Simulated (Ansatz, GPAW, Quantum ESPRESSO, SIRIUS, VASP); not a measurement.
**Bi2Te3: programs and potentials compared**

```
CELL_PARAMETERS angstrom
2.19300 1.26613 10.16567
-2.19300 1.26613 10.16567
0.00000 -2.53226 10.16567
ATOMIC_POSITIONS crystal
Bi 0.60000 0.60000 0.60000
Bi 0.40000 0.40000 0.40000
Te 0.79050 0.79050 0.79050
Te 0.20950 0.20950 0.20950
Te 0.00000 0.00000 0.00000
```

Alike in all runs: task single point; functional PBE; k mesh 7 × 7 × 7; occupations fermi-dirac, width 0.05 eV; no spin polarisation; no spin-orbit coupling. Pressure is positive in compression and, in plane waves, holds the error of the finite cutoff, which Ansatz's Pulay term estimates and takes out.

```json
{"program and potentials": "Ansatz, all-electron LAPW, scalar-relativistic", "plane-wave cutoff (eV)": "-", "notes": "-", "pressure (GPa)": "1.92"}
{"program and potentials": "GPAW, GPAW PAW data sets (gpaw-data 1.2.1)", "plane-wave cutoff (eV)": "600", "notes": "9.6 valence electrons an atom on average", "pressure (GPa)": "1.70"}
{"program and potentials": "SIRIUS, PseudoDojo 0.4.1 PBE standard (scalar relativistic)", "plane-wave cutoff (eV)": "1102", "notes": "15.6 valence electrons an atom on average", "pressure (GPa)": "1.96"}
{"program and potentials": "Quantum ESPRESSO, SSSP 1.3 efficiency PBE", "plane-wave cutoff (eV)": "748", "notes": "9.6 valence electrons an atom on average", "pressure (GPa)": "1.76"}
{"program and potentials": "Ansatz, Ansatz PAW (earlier soft set)", "plane-wave cutoff (eV)": "420", "notes": "15.6 valence electrons an atom on average", "pressure (GPa)": "1.92"}
{"program and potentials": "VASP, PBE PAW files Bi_d, Te, 520 eV", "plane-wave cutoff (eV)": "520", "notes": "9.6 valence electrons an atom on average", "pressure (GPa)": "1.89"}
```

Force on atom 3 (Te), eV/Å:

```tsv
program and potentials	x	y	z
Ansatz, all-electron LAPW, scalar-relativistic	0.000	0.000	-0.041
GPAW, GPAW PAW data sets (gpaw-data 1.2.1)	0.000	0.000	-0.046
SIRIUS, PseudoDojo 0.4.1 PBE standard (scalar relativistic)	0.000	0.000	-0.019
Quantum ESPRESSO, SSSP 1.3 efficiency PBE	0.000	0.000	-0.019
Ansatz, Ansatz PAW (earlier soft set)	0.000	0.000	-0.042
VASP, PBE PAW files Bi_d, Te, 520 eV	0.000	0.000	-0.029
```

The pressure spans 1.70 (GPAW, GPAW PAW data sets (gpaw-data 1.2.1)) to 1.96 GPa (SIRIUS, PseudoDojo 0.4.1 PBE standard (scalar relativistic)), with all-electron results at 1.92.

The functional is the same throughout but for its coding, so the spread measures potentials, basis and numerics; runs on potential files found faulty are left out.
